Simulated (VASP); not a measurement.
# MoH6 (P-3m1) in VASP: notebook, part 2 of 2

VASP 6.6.1.

### Step 3. Equation of state, PBE, 10.31 Å³/atom (volume scaled by 0.97)

File INCAR:

```
  PREC = Accurate
  ENCUT = 520
  EDIFF = 1E-6
  ISMEAR = 0
  SIGMA = 0.1
  LREAL = False
  LASPH = True
  NELM = 100
  ALGO = Normal
  ISIF = 4
  LWAVE = False
  LCHARG = False
  GGA = PE
  IBRION = 2
  NSW = 30
  EDIFFG = -0.02
  KPAR = 4
```

File KPOINTS:

```
regular mesh
0
Gamma
  12 12 2
```

File POSCAR:

```
MoH6
1.0
    2.8024614791      0.0000000000      0.0000000000
   -1.4012307395      2.4270029532      0.0000000000
    0.0000000000      0.0000000000     21.2223900417
H Mo
12 2
Direct
    0.0000000000      0.0000000000      0.8983480000
    0.0000000000      0.0000000000      0.1016520000
    0.6666670000      0.3333330000      0.6442640000
    0.6666670000      0.3333330000      0.6094090000
    0.3333330000      0.6666670000      0.7726830000
    0.3333330000      0.6666670000      0.7378140000
    0.0000000000      0.0000000000      0.4825710000
    0.0000000000      0.0000000000      0.5174290000
    0.6666670000      0.3333330000      0.2273170000
    0.6666670000      0.3333330000      0.2621860000
    0.3333330000      0.6666670000      0.3557360000
    0.3333330000      0.6666670000      0.3905910000
    0.6666670000      0.3333330000      0.9465230000
    0.3333330000      0.6666670000      0.0534770000
```

Potentials or basis: VASP PAW PBE potentials, release 64 (H, Mo_sv).

Command:

```console
> cat potpaw_PBE.64/H/POTCAR potpaw_PBE.64/Mo_sv/POTCAR > POTCAR
> mpirun -np 4 vasp_std > vasp.out
```

Wall time 6.8 min (4 MPI ranks of Intel Xeon Platinum 8259CL at 2.50GHz (Skylake/Cascade Lake), shared host); peak memory 0.37 GiB.

The run converged. Its results:

| Property | Result |
| --- | --- |
| Free energy | -61.3766 eV |
| Pressure | 0.3 GPa |
| Largest force | 0.018 eV/Å |
| Band gap on the k mesh | none (metal or under the smearing width) |

### Step 4. Equation of state, PBE, 10.95 Å³/atom (volume scaled by 1.03)

INCAR is that of step 3.

KPOINTS is that of step 3.

Edit POSCAR of step 3 so:

```diff
@@ -2,5 +2,5 @@
 1.0
-    2.8024614791      0.0000000000      0.0000000000
-   -1.4012307395      2.4270029532      0.0000000000
-    0.0000000000      0.0000000000     21.2223900417
+    2.8590921201      0.0000000000      0.0000000000
+   -1.4295460600      2.4760465293      0.0000000000
+    0.0000000000      0.0000000000     21.6512407363
 H Mo
```

Command:

```console
> cat potpaw_PBE.64/H/POTCAR potpaw_PBE.64/Mo_sv/POTCAR > POTCAR
> mpirun -np 4 vasp_std > vasp.out
```

It took 8.2 min on 4 MPI ranks of Intel Xeon Platinum 8259CL at 2.50GHz (Skylake/Cascade Lake), shared host; peak memory 0.38 GiB.

It converged, with:

| Item | Value |
| --- | --- |
| Free energy | -61.3905 eV |
| Pressure | -0.1 GPa |
| Largest force | 0.019 eV/Å |
| Band gap on the k mesh | none (metal or under the smearing width) |

### Step 5. Equation of state, PBE, 9.99 Å³/atom (volume scaled by 0.94)

INCAR is that of step 4.

KPOINTS is that of step 4.

Edit POSCAR of step 4 so:

```diff
@@ -2,5 +2,5 @@
 1.0
-    2.8590921201      0.0000000000      0.0000000000
-   -1.4295460600      2.4760465293      0.0000000000
-    0.0000000000      0.0000000000     21.6512407363
+    2.7732670489      0.0000000000      0.0000000000
+   -1.3866335245      2.4017198338      0.0000000000
+    0.0000000000      0.0000000000     21.0013074013
 H Mo
```

Command:

```console
> cat potpaw_PBE.64/H/POTCAR potpaw_PBE.64/Mo_sv/POTCAR > POTCAR
> mpirun -np 4 vasp_std > vasp.out
```

Wall time 11 min (4 MPI ranks of Intel Xeon Platinum 8259CL at 2.50GHz (Skylake/Cascade Lake), shared host); peak memory 0.37 GiB.

Results (log left out):

| Property | Result |
| --- | --- |
| Free energy | -61.3614 eV |
| Pressure | 0.5 GPa |
| Largest force | 0.017 eV/Å |
| Band gap on the k mesh | none (metal or under the smearing width) |

### Step 6. Equation of state, PBE, 11.27 Å³/atom (volume scaled by 1.06)

INCAR is that of step 5.

KPOINTS is that of step 5.

Edit POSCAR of step 5 so:

```diff
@@ -2,5 +2,5 @@
 1.0
-    2.7732670489      0.0000000000      0.0000000000
-   -1.3866335245      2.4017198338      0.0000000000
-    0.0000000000      0.0000000000     21.0013074013
+    2.8865850770      0.0000000000      0.0000000000
+   -1.4432925385      2.4998561296      0.0000000000
+    0.0000000000      0.0000000000     21.8594385154
 H Mo
```

Potentials or basis: VASP PAW PBE potentials, release 64 (H, Mo_sv).

Command:

```console
> cat potpaw_PBE.64/H/POTCAR potpaw_PBE.64/Mo_sv/POTCAR > POTCAR
> mpirun -np 4 vasp_std > vasp.out
```

It took 12 min on 4 MPI ranks of Intel Xeon Platinum 8259CL at 2.50GHz (Skylake/Cascade Lake), shared host; peak memory 0.38 GiB.

It converged, with:

| Property | Result |
| --- | --- |
| Free energy | -61.3919 eV |
| Pressure | -0.2 GPa |
| Largest force | 0.019 eV/Å |
| Band gap on the k mesh | none (metal or under the smearing width) |

### Step 7. Equation of state, PBE, 9.67 Å³/atom (volume scaled by 0.91)

INCAR is that of step 6.

KPOINTS is that of step 6.

Edit POSCAR of step 6 so:

```diff
@@ -2,5 +2,5 @@
 1.0
-    2.8865850770      0.0000000000      0.0000000000
-   -1.4432925385      2.4998561296      0.0000000000
-    0.0000000000      0.0000000000     21.8594385154
+    2.7434446618      0.0000000000      0.0000000000
+   -1.3717223309      2.3758928877      0.0000000000
+    0.0000000000      0.0000000000     20.7754693887
 H Mo
```

Command:

```console
> cat potpaw_PBE.64/H/POTCAR potpaw_PBE.64/Mo_sv/POTCAR > POTCAR
> mpirun -np 4 vasp_std > vasp.out
```

Wall time 8.1 min (4 MPI ranks of Intel Xeon Platinum 8259CL at 2.50GHz (Skylake/Cascade Lake), shared host); peak memory 0.31 GiB.

It converged, with:

* Free energy: -61.3372 eV
* Pressure: 0.9 GPa
* Largest force: 0.015 eV/Å
* Band gap on the k mesh: none (metal or under the smearing width)

### Step 8. Equation of state, PBE, 11.59 Å³/atom (volume scaled by 1.09)

INCAR is that of step 7.

KPOINTS is that of step 7.

Edit POSCAR of step 7 so:

```diff
@@ -2,5 +2,5 @@
 1.0
-    2.7434446618      0.0000000000      0.0000000000
-   -1.3717223309      2.3758928877      0.0000000000
-    0.0000000000      0.0000000000     20.7754693887
+    2.9135640714      0.0000000000      0.0000000000
+   -1.4567820357      2.5232206253      0.0000000000
+    0.0000000000      0.0000000000     22.0637441751
 H Mo
```

Command:

```console
> cat potpaw_PBE.64/H/POTCAR potpaw_PBE.64/Mo_sv/POTCAR > POTCAR
> mpirun -np 4 vasp_std > vasp.out
```

It took 12 min on 4 MPI ranks of Intel Xeon Platinum 8259CL at 2.50GHz (Skylake/Cascade Lake), shared host; peak memory 0.39 GiB.

Results (log left out):

```
Free energy            : -61.3905 eV
Pressure               : -0.3 GPa
Largest force          : 0.010 eV/Å
Band gap on the k mesh : none (metal or under the smearing width)
```
